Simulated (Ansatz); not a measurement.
Relaxing Tl

All numbers below come from DFT r2SCAN, scalar-relativistic, plane waves, PAW in Ansatz. Cutoff 500 eV, Γ-centred k mesh, Gaussian smearing, no spin polarisation in the final step.

Tl was placed on the alpha-boron structure type (R-3m, No. 166), at a guessed volume.

```xyz
12
Lattice="4.0190 2.3204 6.8540 -4.0190 2.3204 6.8540 0.0000 -4.6407 6.8540" Properties=species:S:1:pos:R:3 pbc="T T T"
Tl   -2.5859    1.4930    4.6195
Tl    0.0000   -2.9859    4.6195
Tl    2.5859    1.4930    4.6195
Tl    2.5859   -1.4930   15.9424
Tl   -2.5859   -1.4930   15.9424
Tl    0.0000    2.9859   15.9424
Tl   -1.6454    0.9500    7.3540
Tl    0.0000   -1.9000    7.3540
Tl    1.6454    0.9500    7.3540
Tl    1.6454   -0.9500   13.2079
Tl   -1.6454   -0.9500   13.2079
Tl    0.0000    1.9000   13.2079
```

Cell and atoms relax at zero pressure; the relaxation can't lower the symmetry of the start. After a coarse first stage the cell is made exact in the group found at 0.06 Å.

Energies count from the standard state of Tl at the same level.

Q: Describe the relaxed structure.

A: It keeps R-3m (No. 166), but not the shape of the type it started on. Conventional cell: a = 8.794 Å, c = 18.184 Å. Tl on Wyckoff site h (6 atoms of the primitive cell) is coordinated by 6 Tl at 3.17–3.21 Å; Tl on Wyckoff site h (6 atoms of the primitive cell) has 7 Tl at 3.17–3.41 Å.

```
Tl
1.0
     4.39708    2.53866    6.06136
    -4.39708    2.53866    6.06136
     0.00000   -5.07732    6.06136
Tl
12
Direct
  0.12478 0.49033 0.12478
  0.12478 0.12478 0.49033
  0.49033 0.12478 0.12478
  0.87522 0.50967 0.87522
  0.50967 0.87522 0.87522
  0.87522 0.87522 0.50967
  0.29476 0.67941 0.29476
  0.29476 0.29476 0.67941
  0.67941 0.29476 0.29476
  0.70524 0.32059 0.70524
  0.32059 0.70524 0.70524
  0.70524 0.70524 0.32059
```

Q: What are its volume, energy, density and gap?

A: The volume per atom is 33.83 Å³, the density is 10.03 g/cm³ and the energy over the standard structure is 0.12 eV/atom. The gap on the 6×6×6 mesh is 0 eV (a metal).

The final run used a 6×6×6 mesh on its 12-atom cell and 0.10 eV smearing. The k mesh leaves about 4 meV/atom of noise in metals. Spin–orbit coupling is left out. Symmetry constrained the relaxation, so the result can be a saddle point. The steps took roughly 90 core-minutes in all.

This form isn't the element's structure at ambient conditions.